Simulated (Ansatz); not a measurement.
## Ga under changes of volume

One of the cells (18.543 Å³/atom); the others are scaled copies at fixed shape and fractional positions:

```xyz
2
Lattice="1.3830 -4.0265 0.0000 1.3830 4.0265 0.0000 -0.1174 0.0000 3.3299" Properties=species:S:1:pos:R:3 pbc="T T T"
Ga    1.2949    2.9716    2.4974
Ga    1.3536   -2.9716    0.8325
```

This isn't the form of Ga at room conditions, which is orthorhombic.

```yaml
Program: Ansatz 0.2.0
Functional: LDA
Potentials_or_basis: Ansatz PAW
Cutoff: "420 eV (not typed: the program's choice for these potentials)"
k_mesh: 10 × 10 × 8
Occupations: fermi-dirac, width 0.05 eV
Spin: no spin polarisation
```

| volume (Å³/atom) | energy over the lowest point (meV/atom) | pressure (GPa) | largest force (eV/Å) |
| --- | --- | --- | --- |
| 17.431 | 0.00 | -0.6 | 0.207 |
| 17.801 | 2.91 | -1.9 | 0.198 |
| 18.172 | ? | ? | ? |
| 18.543 | 16.84 | -4.0 | 0.180 |
| 18.914 | 27.16 | -4.8 | 0.169 |
| 19.285 | 39.27 | -5.5 | 0.158 |
| 19.656 | 52.88 | -6.2 | 0.146 |

Problem. What does the run at 18.172 Å³/atom give?

Solution. Energy over the lowest point 8.64 meV/atom; pressure -3.0 GPa; largest force 0.189 eV/Å.

Worked out: A Birch-Murnaghan fit of order 3 (a polynomial in V^(-2/3)) to the other rows has its minimum at 17.29 Å³/atom, just outside them, with B0 = V·E''(V) = 71 GPa and B' = 5.9 at fixed shape and positions, which overstates the stiffness. It gives 8.65 meV/atom at 18.172 Å³/atom, against the run's 8.64, and -dE/dV = -3.0 GPa, against -3.0.

Energies are extrapolated to zero smearing.

Caveats: the PAW data sets come from PBE, with cores solved anew for the run's functional, which leaves a small shift of forces and pressure.
